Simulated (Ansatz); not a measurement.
CoO, DFT, PBE, all-electron LAPW, scalar-relativistic (Ansatz 0.2.0), run on 1 thread of Intel(R) Xeon(R) Platinum 8488C (Sapphire Rapids) on a shared host.

The cell is COD entry 1533087, as deposited and not checked against the literature; nothing was relaxed. The listed cell was then made from it by scaling, straining or moving an atom.

Command: `ansatz run input.yaml --threads 1 --pin off --max-ram 3072MiB --backend cpu --events-out ev --progress --plain --runs-dir out`

```yaml
crystal:
  lattice:
    - [0.0, 2.195445, 2.1315]
    - [2.195445, 0.0, 2.1315]
    - [2.195445, 2.195445, 0.0]
  atoms:
    - { symbol: Co, position: [0.0, 0.0, 0.0], spin: 2.0 }
    - { symbol: O, position: [0.5, 0.5, 0.5] }
magnetization:
  spin_polarized: true
kpoints:
  mp_grid: { grid: [16, 16, 16] }
  band_path:
    path:
      - [0.0, 0.0, 0.0]
      - [0.0, 0.5, 0.5]
      - [0.25, 0.75, 0.5]
      - [0.0, 0.5, 0.0]
      - [0.0, 0.0, 0.0]
      - [0.5, 0.5, 0.0]
      - [0.3826125, 0.6173875, 0.0]
      - [-0.3826125, 0.3826125, 0.0]
      - [0.0, 0.0, 0.0]
    npoints: 5
scf:
  occupations: { method: fermi_dirac, width: 0.05 }
hamiltonian:
  xc: pbe
  pseudopotentials: { kind: all_electron, lapw: { basis_error: 0.0005 } }
output:
  forces: true
  stress: true
  eigenvalues: true
```

Question: How large is the problem that the program sets up?

Answer: 349 irreducible k-points, 339 plane waves at Γ, 18 bands.

Question: Estimate the wall time and the peak memory.

Answer: 2.9 min of wall time for 16 SCF iterations, with a peak of 1.9 GiB. Times on shared machines scatter by tens of per cent.
